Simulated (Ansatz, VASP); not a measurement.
**One calculation of Mg, two programs**

File INCAR:

```
PREC = Accurate ; ENCUT = 520
EDIFF = 1E-6 ; ISMEAR = -1
SIGMA = 0.02 ; LREAL = False
LASPH = True ; NELM = 100
ALGO = Normal ; ISIF = 2
LWAVE = False ; LCHARG = False
GGA = PE ; NBANDS = 9
```

KPOINTS

```
Automatic mesh
0
Gamma
  7 7 4
```

POSCAR

```
Mg
1.0
    3.2093000000      0.0000000000      0.0000000000
   -1.6046500000      2.7793353284      0.0000000000
    0.0000000000      0.0000000000      5.2103000000
Mg
2
Direct
    0.6666666667      0.3333333333      0.7500000000
    0.3333333333      0.6666666667      0.2500000000
```

Contents of input.yaml:

```yaml
crystal:
  lattice:
    - [3.2093, 0.0, 0.0]
    - [-1.60465, 2.7793353284, 0.0]
    - [0.0, 0.0, 5.2103]
  atoms:
    - { symbol: Mg, position: [0.6666666667, 0.3333333333, 0.75] }
    - { symbol: Mg, position: [0.3333333333, 0.6666666667, 0.25] }
kpoints:
  mp_grid: { grid: [7, 7, 4] }
scf:
  occupations: { method: fermi_dirac, width: 0.02 }
hamiltonian:
  xc: pbe
  pseudopotentials: { kind: all_electron, lapw: { basis_error: 0.003 } }
output:
  forces: true
  stress: true
  eigenvalues: true
```

Alike in both runs: task single point; functional PBE; k mesh 7 × 7 × 4; occupations fermi-dirac, width 0.02 eV; no spin polarisation.

|  | VASP | Ansatz |
| --- | --- | --- |
| version | VASP 6.6.1 | Ansatz 0.2.0 |
| potentials or method | VASP PAW PBE potentials, release 64 (Mg) | all-electron LAPW, scalar-relativistic |
| plane-wave cutoff (eV) | 520 | see its input |

|  | VASP | Ansatz | Ansatz less VASP |
| --- | --- | --- | --- |
| gap on the k mesh at the Fermi level (eV) | none | none | - |
| pressure (GPa) | -0.4 | -0.3 | +0.11 |
| largest component of the traceless stress (GPa) | 2.06 | 2.06 | -0.001 |

A gap of «none» marks a metal or a gap that the smearing closes. Ansatz ran all-electron here, so the differences hold the error of VASP's frozen core and of both bases.

Caveats: the k mesh is thin for a metal, which can move the energy by tens of meV per atom (Ansatz).
